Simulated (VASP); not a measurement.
Runs of VASP 6.6.1 on BeS. Symmetry: F-43m, No. 216, cubic system. Conventional cell: a = 4.870 Å, b = 4.870 Å, c = 4.870 Å, α = 90.00°, β = 90.00°, γ = 90.00°. Around Be (site symmetry -43m) lie 4 S at 2.11 Å. S (site symmetry -43m) has 4 Be at 2.11 Å as nearest neighbours. The cell is a database's computed one.

```tsv
task	level	potentials or basis	cell	k mesh	cutoff (eV)	mesh quality	gap on the mesh (eV)	pressure (GPa)	relaxed volume (Å³/atom)
relaxation of cell and atoms	LDA	VASP PAW LDA potentials, release 64 (Be, S)	relaxed	8 × 8 × 8	600	not flagged	2.83	0.0	13.80
relaxation of cell and atoms	PBEsol	VASP PAW PBE potentials, release 64 (Be, S)	relaxed	8 × 8 × 8	600	not flagged	2.92	0.0	14.18
relaxation of cell and atoms	PBEsol	VASP PAW PBE potentials, release 64 (Be, S)	relaxed	8 × 8 × 8	300	not flagged	2.91	0.0	14.15
single point	PBEsol	VASP PAW PBE potentials, release 64 (Be, S)	as given	8 × 8 × 8	520	not flagged	(a)	-1.7	-
relaxation of cell and atoms	PBEsol	VASP PAW PBE potentials, release 64 (Be, S)	relaxed	8 × 8 × 8	580	not flagged	2.92	0.0	14.18
relaxation of cell and atoms	PBEsol	VASP PAW PBE potentials, release 64 (Be, S)	relaxed	4 × 4 × 4	600	coarse	2.91	0.0	14.27
relaxation of cell and atoms	RPBE	VASP PAW PBE potentials, release 64 (Be, S)	relaxed	8 × 8 × 8	600	not flagged	3.32	0.0	(b)
```

Alike in all rows: no spin polarisation; smearing gaussian 0.02 eV.

Question: Fill in the values left out.

Answer: (a) 2.96; (b) 14.86.

Caveats: some runs use coarse meshes; the PAW data sets were made with another functional, which shifts forces and pressure a little (some runs); the cutoff is under 1.25 times the usual one of these potentials, so pressure, stress and relaxed cells hold a basis-set (Pulay) error (some runs).

A k mesh can miss the band edges.

Runs at the PBE level aren't shown here.
